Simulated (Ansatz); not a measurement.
**Zr under changes of volume**

One of the cells (23.281 Å³/atom); the others are scaled copies at fixed shape and fractional positions:

```
Zr
1.0
     3.23200    0.00000    0.00000
    -1.61600    2.79899    0.00000
     0.00000    0.00000    5.14700
Zr
2
Cartesian
  1.6160 0.9330 3.8603
  0.0000 1.8660 1.2868
```

| Property | Result |
| --- | --- |
| Program | Ansatz 0.2.0 |
| Functional | PBE |
| Potentials or basis | Ansatz PAW |
| Cutoff | 420 eV (not typed: the program's choice for these potentials) |
| k mesh | 9 × 9 × 5 |
| Occupations | fermi-dirac, width 0.05 eV |
| Spin | no spin polarisation |

```csv
volume (Å³/atom),energy over the lowest point (meV/atom),pressure (GPa)
21.884,31.70,7.0
22.350,?,?
22.815,4.36,2.5
23.281,0.00,0.5
23.746,1.20,-1.4
24.212,7.54,-3.1
24.678,18.62,-4.6
```

Problem. What does the run at 22.350 Å³/atom give?

Solution. Energy over the lowest point 14.76 meV/atom; pressure 4.7 GPa.

Worked out: A Birch-Murnaghan fit of order 3 (a polynomial in V^(-2/3)) to the other rows has its minimum at 23.41 Å³/atom with B0 = V·E''(V) = 94 GPa and B' = 3.1 at fixed shape and positions, which overstates the stiffness. It gives 14.74 meV/atom at 22.350 Å³/atom, against the run's 14.76, and -dE/dV = 4.7 GPa, against 4.7.

Energies are extrapolated to zero smearing.
